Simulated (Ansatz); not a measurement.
System: tetradymite Sb2Te3. Method: HSE06 (Ansatz, a first-principles code, plane waves, PAW).

The run printed, among other lines:

```
WARN output.stress: scf.exx.energy_threshold = 1e-6 eV is looser than the 5e-8 eV advised for a stress under a hybrid functional (1e-8 eV for each atom of the …
Crystal: 5 atoms, lattice volume = 158.750 Å³
Basis set: ecut = 460 eV, 3587 PW (Γ), FFT grids on a1−a3, a2−a3, a3, exchange–correlation on 60×60×150 points (8 copies of the dense FFT grid, shifted against one another)
Bands: 47, of which v1, the nominal top of the filled ones, is band 39 counted from 1 (38 counted from 0)
Symmetry: 12 space group operations
Space group: R-3m (ITA 166), of the structure as read, at distance tolerance 5.4e-5 Å
k-points: 32 of 216
SCF iter   1: F=—  HF=-33909.442257 eV  |F-HF|=—  |Δ(HF+E_count)|=         —  Δρ=1.18e-3  dr2=5.47e-3
SCF iter   2: F=—  HF=-33909.443833 eV  |F-HF|=—  |Δ(HF+E_count)|=   1.58e-3  Δρ=7.12e-4  dr2=2.26e-3
  ...
SCF 1 converged in 11 iterations: F = -33909.444086 eV  dr2 = 2.59e-10
Crystal: 5 atoms, lattice volume = 158.750 Å³
Initial density: handed on by an earlier stage of this run
Crystal: 5 atoms, lattice volume = 158.750 Å³
Crystal: 5 atoms, lattice volume = 158.750 Å³
SCF iter   2: F=—  HF=-33931.025811 eV  |F-HF|=—  |Δ(HF+E_count)|=  5.09e-11  Δρ=4.62e-7  dr2=2.67e-10
SCF iter   3: F=-33931.025811 eV  HF=-33931.025811 eV  |F-HF|=5.82e-11  |Δ(HF+E_count)|=  2.76e-10  Δρ=2.14e-7  dr2=9.85e-11
SCF 4 converged in 3 iterations: F = -33931.025811 eV  dr2 = 9.85e-11
Free energy (F): -33931.025811 eV
Internal energy: -33931.025811 eV  (E = F + TS)
E sigma→0 (E₀):  -33931.025811 eV
Fermi energy:    9.765017 eV
--- Forces (eV/Å), atoms counted from 1 ---
  atom   1  Sb    -0.00000000    -0.00000000    -0.12345599
  atom   2  Sb     0.00000000     0.00000000     0.12345599
  atom   3  Te     0.00000000     0.00000000     0.00000000
  atom   4  Te    -0.00000000    -0.00000000    -0.24818897
  atom   5  Te     0.00000000     0.00000000     0.24818897
--- Stress (GPa, compression-positive) ---
        0.782165       0.000000       0.000000
        0.000000       0.782165      -0.000000
        0.000000      -0.000000       0.495957
  P = ⅓ Tr σ = 0.6868 GPa (6.868 kbar)
```

Q: Write an input file that could have produced this run (the log leaves some choices open).

A: This is not unique; one that fits is 
Ansatz 0.2 input:
```yaml
crystal:
  lattice:
    - [0.0, 2.4570871378, -10.1209670405]
    - [2.127900025, -1.2285438189, -10.1209669798]
    - [-2.127900025, -1.2285438189, -10.1209669798]
  atoms:
    - { symbol: Sb, position: [0.3983059954, 0.3983059954, 0.3983059954] }
    - { symbol: Sb, position: [0.6016940046, 0.6016940046, 0.6016940046] }
    - { symbol: Te, position: [0.0, 0.0, 0.0] }
    - { symbol: Te, position: [0.2118725575, 0.2118725575, 0.2118725575] }
    - { symbol: Te, position: [0.7881274425, 0.7881274425, 0.7881274425] }
basis:
  ecutwfc: 460
  ecutrho_ratio: 4
  xc_grid: 2
kpoints:
  mp_grid: { grid: [6, 6, 6] }
hamiltonian:
  xc: hse06
  dispersion: none
  pseudopotentials: { kind: paw }
scf:
  occupations: { method: fermi_dirac, width: 0.01 }
  convergence: { dr2_threshold: 0.0000000005 }
output:
  forces: true
  stress: true
  eigenvalues: true
```

The PAW data were made under PBE.

Note: cell and atoms aren't relaxed at this level (largest force component 0.25 eV/Å, pressure 0.7 GPa).
